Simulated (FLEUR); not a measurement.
## Co under changes of volume

One of the cells (10.688 Å³/atom); the others are scaled copies at fixed shape and fractional positions:

```
Co
1.0
     2.47056    0.00000    0.00000
    -1.23528    2.13957    0.00000
     0.00000    0.00000    8.08823
Co
4
Direct
  0.66667 0.33333 0.75000
  0.00000 0.00000 0.50000
  0.33333 0.66667 0.25000
  0.00000 0.00000 0.00000
```

| Item | Value |
| --- | --- |
| Program | FLEUR MaX-R8.1 (later development tree) |
| Functional | PBEsol |
| Potentials or basis | all-electron |
| Basis | FLAPW |
| Kmax | 4.67 1/bohr |
| k mesh | 12 × 12 × 4 |
| Occupations | fermi-dirac, width 0.05 eV |
| Spin | collinear spin, ferromagnetic start |
| Starting moments | [2.0, 2.0, 2.0, 2.0] μB |

| volume (Å³/atom) | energy over the lowest point (meV/atom) | moment (μB per cell) |
| --- | --- | --- |
| 10.047 | 9.13 | 6.24 |
| 10.261 | 1.29 | 6.37 |
| 10.475 | 0.00 | 6.50 |
| 10.688 | 4.82 | 6.59 |
| 10.902 | ? | ? |
| 11.116 | 30.80 | 6.73 |
| 11.330 | 50.83 | 6.78 |

Question: What does the run at 10.902 Å³/atom give?

Answer: Energy over the lowest point 15.26 meV/atom; moment 6.67 μB per cell.

Worked out: A Birch-Murnaghan fit of order 3 (a polynomial in V^(-2/3)) to the other rows has its minimum at 10.41 Å³/atom with B0 = V·E''(V) = 228 GPa and B' = 3.5 at fixed shape and positions, which overstates the stiffness. It gives 15.27 meV/atom at 10.902 Å³/atom, against the run's 15.26. A parabola through the other rows of the moment, of slope 0.333 μB per Å³/atom there, gives 6.67 μB, against the run's 6.67.

Energies are extrapolated to zero smearing.
